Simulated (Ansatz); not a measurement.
# SnTe (Fm-3m) in Ansatz: a series of runs

One crystal, SnTe, is run at these levels: PBE; tasks: band structure.

All numbers are computed with Ansatz 0.2.0; they aren't measurements. Logs are shortened: lines on timing, memory, paths and dates and some standing lists are left out, and cuts for length are marked.

**What was measured.**

From a printed reference work, textbook, for a bulk crystal of SnTe at 300 K: band gap 0.18 eV (direct).

How close the calculation comes is told below.

### 1 Starting point

Symmetry: Fm-3m, No. 225, cubic system. Conventional cell: a = 6.302 Å, b = 6.302 Å, c = 6.302 Å, α = 90.00°, β = 90.00°, γ = 90.00°. Around Te (site symmetry m-3m) lie 6 Sn at 3.15 Å. Sn (site symmetry m-3m) is surrounded by 6 Te at 3.15 Å.

### 2 Band structure, PBE

Input file input.yaml:

```yaml
crystal:
  lattice:
    - [0.0, 3.15085, 3.15085]
    - [3.15085, 0.0, 3.15085]
    - [3.15085, 3.15085, 0.0]
  atoms:
    - { symbol: Te, position: [0.5, 0.5, 0.5] }
    - { symbol: Sn, position: [0.0, 0.0, 0.0] }
hamiltonian:
  xc: pbe
  pseudopotentials: { kind: nc, accuracy: stringent }
kpoints:
  mp_grid: { grid: [7, 7, 7] }
  band_path:
    path:
      - [[0.0, 0.0, 0.0], [0.5, 0.0, 0.5], [0.5, 0.25, 0.75], [0.375, 0.375, 0.75], [0.0, 0.0, 0.0], [0.5, 0.5, 0.5], [0.625, 0.25, 0.625], [0.5, 0.25, 0.75], [0.5, 0.5, 0.5], [0.375, 0.375, 0.75]]
      - [[0.625, 0.25, 0.625], [0.5, 0.0, 0.5]]
    npoints: 14
scf:
  occupations: { method: fermi_dirac, width: 0.05 }
  n_extra_bands: 6
output:
  forces: true
  stress: true
  eigenvalues: true
  fatbands: false
  write_density: true
  write_potential: true
  elf: true
  volumetric_format: npy
```

Potentials or basis: PseudoDojo stringent (PBE files).

Started as:

```console
ansatz run input.yaml --threads 2 --pin off --max-ram 5632MiB --backend cpu --events-out ev --progress --plain --runs-dir out
```

The log of the run:

```text
Warning: RAYON_NUM_THREADS=2 ignored (pool sized by the plan → 2); use --threads N
scf.n_extra_bands = 6 over 23 filled bands (N_el = 46.0): the run solves 29 bands
Engine: ansatz 0.2.0, aarch64-unknown-linux-gnu
Pseudopotentials: kind: nc
Pseudopotential: Te, nc, valence charge 24, recommended cutoff 1450 eV (normal), Te.nc.azcp (PseudoDojo's, or run here from an input of PseudoDojo's; its table is named by hamiltonian.pseudopotentials.accuracy)
Pseudopotential: Sn, nc, valence charge 22, recommended cutoff 1387.780699 eV (normal), Sn.nc.azcp (PseudoDojo's, or run here from an input of PseudoDojo's; its table is named by hamiltonian.pseudopotentials.accuracy)
Functional definition: PBE
  parameter kappa = 0.804
  parameter beta = 0.06672455060314922
  exchange = pbe_x(kappa = kappa, mu = beta*pi^2/3)
  correlation = pbe_c(beta = beta)
Crystal: 2 atoms, lattice volume = 62.562 Å³
Basis set: ecut = 1450 eV, 7799 PW (Γ), exchange–correlation on 120×120×120 points (8 copies of the dense FFT grid, shifted against one another)
Bands: 29, of which v1, the nominal top of the filled ones, is band 23 counted from 1 (22 counted from 0)
Symmetry: 48 space group operations
Space group: Fm-3m (ITA 225), of the structure as read, at distance tolerance 4.0e-5 Å
k-points: 20 of 343
Non-local potential: Te, projectors of the file, l = 0: 2, l = 1: 2, l = 2: 2, l = 3: 2
Non-local potential: Sn, projectors of the file, l = 0: 2, l = 1: 2, l = 2: 2
Initial density: superposition of atomic densities (chi_scale 0.1, normalization cell, long waves kept (reshape's long-wave potential 0.00 eV rms))
Initial wavefunctions: pseudopotential atomic-orbital guess
Functional: x = pbe(κ = 0.804, μ = 0.2195149727645171), c = pbe(β = 0.06672455060314922)
SCF iter   1: F=—  HF=-13662.608067 eV  |F-HF|=—  |Δ(HF+E_count)|=         —  Δρ=1.52e-2  dr2=1.05e-1  ethr=3.10e-3  ⟨swp⟩=7.7  Hψ=2872  notcnv=0
preconditioner: auto → none  [insulator: Δε(μ)=0.659 eV  Ē_g=10.210 eV  σ=0.050 eV  W_gap=1.00  n_scr=14 (ndim 8)  ℏωp=14.8 eV  f_vac=0.029  D(μ)=0.00/eV (n_scr^D=0)  ε∞_Penn≈3.1]
SCF iter   2: F=—  HF=-13662.595548 eV  |F-HF|=—  |Δ(HF+E_count)|=   1.25e-2  Δρ=6.00e-3  dr2=1.84e-2  ethr=2.27e-4  ⟨swp⟩=3.0  Hψ=1590  notcnv=0  defer=24
SCF iter   3: F=—  HF=-13662.598064 eV  |F-HF|=—  |Δ(HF+E_count)|=   2.52e-3  Δρ=2.24e-3  dr2=3.97e-3  ethr=4.01e-5  ⟨swp⟩=2.0  Hψ=1001  notcnv=0  defer=24
SCF iter   4: F=—  HF=-13662.597386 eV  |F-HF|=—  |Δ(HF+E_count)|=   6.79e-4  Δρ=5.89e-4  dr2=1.47e-4  ethr=8.63e-6  ⟨swp⟩=2.5  Hψ=943  notcnv=0  defer=24
SCF iter   5: F=—  HF=-13662.597404 eV  |F-HF|=—  |Δ(HF+E_count)|=   1.84e-5  Δρ=1.26e-4  dr2=2.50e-6  ethr=3.19e-7  ⟨swp⟩=3.0  Hψ=1050  notcnv=0  defer=24
SCF iter   6: F=—  HF=-13662.598030 eV  |F-HF|=—  |Δ(HF+E_count)|=   6.26e-4  Δρ=2.86e-5  dr2=2.30e-7  ethr=5.43e-9  ⟨swp⟩=2.6  Hψ=1078  notcnv=0  defer=24
SCF iter   7: F=-13662.598030 eV  HF=-13662.598030 eV  |F-HF|=1.47e-9  |Δ(HF+E_count)|=   1.16e-7  Δρ=6.60e-6  dr2=1.04e-8  ethr=2.17e-10  ⟨swp⟩=17.8  Hψ=5382  notcnv=0
SCF 1 converged in 7 iterations: F = -13662.598030 eV  dr2 = 1.04e-8
NSCF: frozen V_eff on 142 k-points
SCF converged after 7 iterations
Free energy (F): -13662.598030 eV
Harris-Foulkes:  -13662.598030 eV  (|F-HF|=1.47e-9)
Internal energy: -13662.597959 eV  (E = F + TS)
E sigma→0 (E₀):  -13662.597995 eV
Entropy (-TS):   -0.000071 eV (-0.036 meV/atom)
Fermi energy:    11.547928 eV
--- Per-component energies (eV) ---
  E_band       = -1869.518315
  E_kinetic    = 4669.665320
  E_local      = -13875.780376  (includes V_loc(G=0)·N_el)
  E_nonlocal   = -550.267665
  E_hartree    = 4679.987358
  E_xc         = -1718.839985
  E_vxc        = -1473.103063  (∫ρ·V_xc dr)
  E_ewald      = -6867.362610
  E_smearing   = -0.000071  (= −TS)
  E_closure    = -0.000000  (closes the sum)
  Σ components = -13662.598030   (vs F -13662.598030, Δ=0.00e0)
--- Forces (eV/Å), atoms counted from 1 ---
  atom   1  Te     0.00000000     0.00000000    -0.00000000
  atom   2  Sn    -0.00000000     0.00000000    -0.00000000
  max |Σ_I F_I| component: 9.68e-28 eV/Å
--- Stress (GPa, compression-positive) ---
        2.280619       0.000000       0.000000
       -0.000000       2.280619      -0.000000
       -0.000000       0.000000       2.280619
  P = ⅓ Tr σ = 2.2806 GPa (22.806 kbar)
--- Band table (eV; the first three rows and the last of 20) ---
  k-point 0: bands = ["-148.3178", "-118.4926", "-98.3454", "-98.3454", "-98.3454", "-74.2689", "-74.2689", "-74.2689", "-25.6172", "-25.6172", "-25.6137", "-25.6137", "-25.6137", "-10.4428", "-10.4428", "-10.4386", "-10.4386", "-10.4386", "-1.3365", "6.7888", "9.3284", "9.3284", "9.3284", "14.8273", "14.8273", "14.8273", "16.2489", "16.2489", "16.2489"]
  k-point 1: bands = ["-148.3178", "-118.4926", "-98.3454", "-98.3454", "-98.3454", "-74.2689", "-74.2689", "-74.2689", "-25.6171", "-25.6171", "-25.6136", "-25.6136", "-25.6136", "-10.4438", "-10.4438", "-10.4383", "-10.4375", "-10.4375", "-1.1657", "5.9074", "9.3585", "9.3585", "9.9344", "13.9912", "13.9912", "14.0316", "16.2036", "16.6687", "16.6687"]
  k-point 2: bands = ["-148.3178", "-118.4926", "-98.3454", "-98.3454", "-98.3454", "-74.2689", "-74.2689", "-74.2689", "-25.6171", "-25.6171", "-25.6135", "-25.6133", "-25.6133", "-10.4464", "-10.4464", "-10.4377", "-10.4345", "-10.4345", "-0.6979", "4.4389", "9.4692", "9.4692", "10.6810", "12.7640", "12.7640", "12.8354", "16.8948", "17.8248", "17.8248"]
  k-point 19: bands = ["-148.3178", "-118.4926", "-98.3454", "-98.3454", "-98.3454", "-74.2689", "-74.2689", "-74.2689", "-25.6173", "-25.6168", "-25.6134", "-25.6131", "-25.6125", "-10.4551", "-10.4437", "-10.4366", "-10.4338", "-10.4286", "0.2957", "3.9898", "6.5240", "7.2423", "10.2450", "12.6660", "15.6112", "16.5229", "16.7493", "17.9645", "21.3668"]
```

Wall time 21 s (2 threads of Arm Neoverse V1, shared host); peak memory 1.1 GiB.

What came out:

| Quantity | Value |
| --- | --- |
| Free energy | -13662.5980 eV |
| Pressure | 2.3 GPa |
| Band gap along the path | 0.07 eV, indirect (least direct gap 0.09 eV) |

Levels at the corners of the path, in eV from the Fermi level:
```tsv
point	band 21	band 22	band 23	band 24	band 25	band 26
Γ	-2.22	-2.22	-2.22	3.28	3.28	3.28
X	-5.65	-3.82	-3.82	2.11	4.85	4.85
W	-4.90	-4.90	-0.90	0.78	4.56	4.56
K	-5.25	-3.32	-2.79	2.95	3.01	4.13
Γ	-2.22	-2.22	-2.22	3.28	3.28	3.28
L	-1.89	-1.89	-0.06	0.03	0.30	0.30
U	-5.25	-3.32	-2.79	2.95	3.01	4.13
W	-4.90	-4.90	-0.90	0.78	4.56	4.56
L	-1.89	-1.89	-0.06	0.03	0.30	0.30
K	-5.25	-3.32	-2.79	2.95	3.01	4.13
U	-5.25	-3.32	-2.79	2.95	3.01	4.13
X	-5.65	-3.82	-3.82	2.11	4.85	4.85
```

Caveat: this odd mesh misses L, where the gap lies, so gap, dielectric constants and Born charges aren't listed; spin-orbit coupling is left out, which moves the levels of the heavy elements.

### 3 Band structure, PBE

input.yaml, as its differences from that of step 2:

```diff
@@ -10,3 +10,3 @@
   xc: pbe
-  pseudopotentials: { kind: nc, accuracy: stringent }
+  pseudopotentials: { kind: paw, source: ansatz }
 kpoints:
@@ -26,5 +26 @@
   fatbands: false
-  write_density: true
-  write_potential: true
-  elf: true
-  volumetric_format: npy
```

Potentials or basis: Ansatz PAW earlier set.

Started as:

```console
ansatz run input.yaml --threads 2 --pin off --max-ram 5632MiB --backend cpu --events-out ev --progress --plain --runs-dir out
```

The log of the run:

```text
Warning: RAYON_NUM_THREADS=2 ignored (pool sized by the plan → 2); use --threads N
scf.n_extra_bands = 6 over 19 filled bands (N_el = 38.0): the run solves 25 bands
[... 1 set-up line as earlier in the session ...]
Pseudopotentials: kind: paw
Pseudopotential: Te, paw, valence charge 16, recommended cutoff 640 eV (normal), Te.paw.azcp
Pseudopotential: Sn, paw, valence charge 22, recommended cutoff 640 eV (normal), Sn.paw.azcp
[... 5 set-up lines as earlier in the session ...]
Crystal: 2 atoms, lattice volume = 62.562 Å³
Basis set: ecut = 640 eV, 2277 PW (Γ), exchange–correlation on 80×80×80 points (8 copies of the dense FFT grid, shifted against one another)
Bands: 25, of which v1, the nominal top of the filled ones, is band 19 counted from 1 (18 counted from 0)
[... 2 set-up lines as earlier in the session ...]
k-points: 20 of 343
Non-local potential: Te, projectors of the file, l = 0: 2, l = 1: 2, l = 2: 3, l = 3: 2
Non-local potential: Sn, projectors of the file, l = 0: 3, l = 1: 3, l = 2: 3, l = 3: 2
PAW form: soft (Blöchl's): semilocal exchange-correlation on the pseudo side does not see the compensation charge
PAW one-centre angular grid: Te, 590 points (default); XC on 64 Gauss nodes
PAW one-centre angular grid: Sn, 590 points (default); XC on 64 Gauss nodes
[... 3 set-up lines as earlier in the session ...]
SCF iter   1: F=—  HF=-16708.218301 eV  |F-HF|=—  |Δ(HF+E_count)|=         —  Δρ=1.26e-2  dr2=8.12e-2  ethr=3.10e-3  ⟨swp⟩=5.8  Hψ=2261  notcnv=0  defer=1
preconditioner: auto → none  [insulator: Δε(μ)=0.661 eV  Ē_g=10.225 eV  σ=0.050 eV  W_gap=1.00  n_scr=14 (ndim 8)  ℏωp=14.8 eV  f_vac=0.007  D(μ)=0.00/eV (n_scr^D=0)  ε∞_Penn≈3.1]
SCF iter   2: F=—  HF=-16708.213311 eV  |F-HF|=—  |Δ(HF+E_count)|=   4.99e-3  Δρ=5.43e-3  dr2=1.52e-2  ethr=2.14e-4  ⟨swp⟩=3.1  Hψ=1057  notcnv=0  defer=24
SCF iter   3: F=—  HF=-16708.215545 eV  |F-HF|=—  |Δ(HF+E_count)|=   2.23e-3  Δρ=1.05e-3  dr2=5.95e-4  ethr=4.01e-5  ⟨swp⟩=2.4  Hψ=638  notcnv=0  defer=24
SCF iter   4: F=—  HF=-16708.215551 eV  |F-HF|=—  |Δ(HF+E_count)|=   5.41e-6  Δρ=1.78e-4  dr2=1.75e-5  ethr=1.57e-6  ⟨swp⟩=2.4  Hψ=858  notcnv=0  defer=24
SCF iter   5: F=—  HF=-16708.215549 eV  |F-HF|=—  |Δ(HF+E_count)|=   1.16e-6  Δρ=5.28e-5  dr2=1.52e-6  ethr=4.61e-8  ⟨swp⟩=2.0  Hψ=783  notcnv=0  defer=24
SCF iter   6: F=—  HF=-16708.215550 eV  |F-HF|=—  |Δ(HF+E_count)|=   2.34e-7  Δρ=2.25e-5  dr2=1.65e-7  ethr=3.99e-9  ⟨swp⟩=2.4  Hψ=883  notcnv=0  defer=24
SCF iter   7: F=-16708.215550 eV  HF=-16708.215550 eV  |F-HF|=4.71e-9  |Δ(HF+E_count)|=   1.42e-7  Δρ=5.40e-6  dr2=1.20e-8  ethr=2.63e-10  ⟨swp⟩=9.6  Hψ=2681  notcnv=0
SCF 1 converged in 7 iterations: F = -16708.215550 eV  dr2 = 1.20e-8
NSCF: frozen V_eff on 142 k-points
SCF converged after 7 iterations
Free energy (F): -16708.215550 eV
Harris-Foulkes:  -16708.215550 eV  (|F-HF|=4.71e-9)
Internal energy: -16708.215478 eV  (E = F + TS)
E sigma→0 (E₀):  -16708.215514 eV
Entropy (-TS):   -0.000072 eV (-0.036 meV/atom)
Fermi energy:    11.038205 eV
--- Per-component energies (eV) ---
  E_band       = -1001.272552
  E_kinetic    = 1379.474114
  E_local      = -6721.021923  (includes V_loc(G=0)·N_el)
  E_nonlocal   = -246.633890
  E_hartree    = 2824.045234
  E_xc         = -627.739284
  E_vxc        = -480.233099  (∫ρ·V_xc dr)
  E_paw        = -8563.488141  (= ΣΔE_a)
  E_vpaw       = -580.947400  (= ΣTr[D̂ρ^β])
  E_aug_tail   = 0.000147  (compensation charges beyond the density's cutoff)
  E_ewald      = -4752.851735
  E_smearing   = -0.000072  (= −TS)
  E_closure    = -0.000000  (closes the sum)
  Σ components = -16708.215550   (vs F -16708.215550, Δ=0.00e0)
--- Forces (eV/Å), atoms counted from 1 ---
  atom   1  Te     0.00000000    -0.00000000     0.00000000
  atom   2  Sn    -0.00000000     0.00000000     0.00000000
  max |Σ_I F_I| component: 2.07e-28 eV/Å
--- Stress (GPa, compression-positive) ---
        2.236128       0.000000       0.000000
        0.000000       2.236128       0.000000
       -0.000000       0.000000       2.236128
  P = ⅓ Tr σ = 2.2361 GPa (22.361 kbar)
--- Band table (eV; the first three rows and the last of 20) ---
  k-point 0: bands = ["-118.9312", "-74.7078", "-74.7078", "-74.7078", "-26.0990", "-26.0990", "-26.0949", "-26.0949", "-26.0949", "-10.9461", "-10.9461", "-10.9413", "-10.9413", "-10.9413", "-1.8481", "6.2826", "8.8156", "8.8156", "8.8156", "14.3160", "14.3160", "14.3160", "15.7355", "15.7355", "15.7355"]
  k-point 1: bands = ["-118.9312", "-74.7078", "-74.7078", "-74.7078", "-26.0990", "-26.0990", "-26.0949", "-26.0948", "-26.0948", "-10.9471", "-10.9471", "-10.9410", "-10.9402", "-10.9402", "-1.6772", "5.3991", "8.8462", "8.8462", "9.4243", "13.4808", "13.4808", "13.5195", "15.6863", "16.1540", "16.1540"]
  k-point 2: bands = ["-118.9312", "-74.7078", "-74.7078", "-74.7078", "-26.0989", "-26.0989", "-26.0947", "-26.0945", "-26.0945", "-10.9497", "-10.9497", "-10.9404", "-10.9372", "-10.9372", "-1.2093", "3.9290", "8.9579", "8.9579", "10.1725", "12.2540", "12.2540", "12.3236", "16.3754", "17.3054", "17.3054"]
  k-point 19: bands = ["-118.9312", "-74.7078", "-74.7078", "-74.7078", "-26.0991", "-26.0986", "-26.0946", "-26.0943", "-26.0937", "-10.9584", "-10.9470", "-10.9393", "-10.9364", "-10.9313", "-0.2148", "3.4800", "6.0118", "6.7305", "9.7352", "12.1569", "15.0956", "16.0061", "16.2383", "17.4512", "20.8257"]
```

Run time: 7 s. Hardware: 2 threads of Arm Neoverse V1, shared host; peak memory 0.45 GiB.

Results:

```
Free energy             : -16708.2155 eV
Pressure                : 2.2 GPa
Band gap along the path : 0.07 eV, indirect (least direct gap 0.10 eV)
```

Levels at the corners of the path, in eV from the Fermi level:
```csv
point,band 15,band 16,band 17,band 18,band 19,band 20,band 21,band 22,band 23,band 24
Γ,-12.89,-4.76,-2.22,-2.22,-2.22,3.28,3.28,3.28,4.70,4.70
X,-11.31,-6.54,-5.65,-3.82,-3.82,2.10,4.85,4.85,6.31,9.07
W,-11.22,-7.44,-4.91,-4.91,-0.90,0.78,4.55,4.55,6.00,6.00
K,-11.27,-7.50,-5.26,-3.33,-2.79,2.95,3.01,4.13,5.49,8.02
Γ,-12.89,-4.76,-2.22,-2.22,-2.22,3.28,3.28,3.28,4.70,4.70
L,-11.61,-8.41,-1.89,-1.89,-0.06,0.03,0.30,0.30,7.70,8.75
U,-11.27,-7.50,-5.26,-3.33,-2.79,2.95,3.01,4.13,5.49,8.02
W,-11.22,-7.44,-4.91,-4.91,-0.90,0.78,4.55,4.55,6.00,6.00
L,-11.61,-8.41,-1.89,-1.89,-0.06,0.03,0.30,0.30,7.70,8.75
K,-11.27,-7.50,-5.26,-3.33,-2.79,2.95,3.01,4.13,5.49,8.02
U,-11.27,-7.50,-5.26,-3.33,-2.79,2.95,3.01,4.13,5.49,8.02
X,-11.31,-6.54,-5.65,-3.82,-3.82,2.10,4.85,4.85,6.31,9.07
```

Caveat: this odd mesh misses L, where the gap lies, so gap, dielectric constants and Born charges aren't listed; spin-orbit coupling is left out, which moves the levels of the heavy elements.

(Continued in part 2 of 2.)
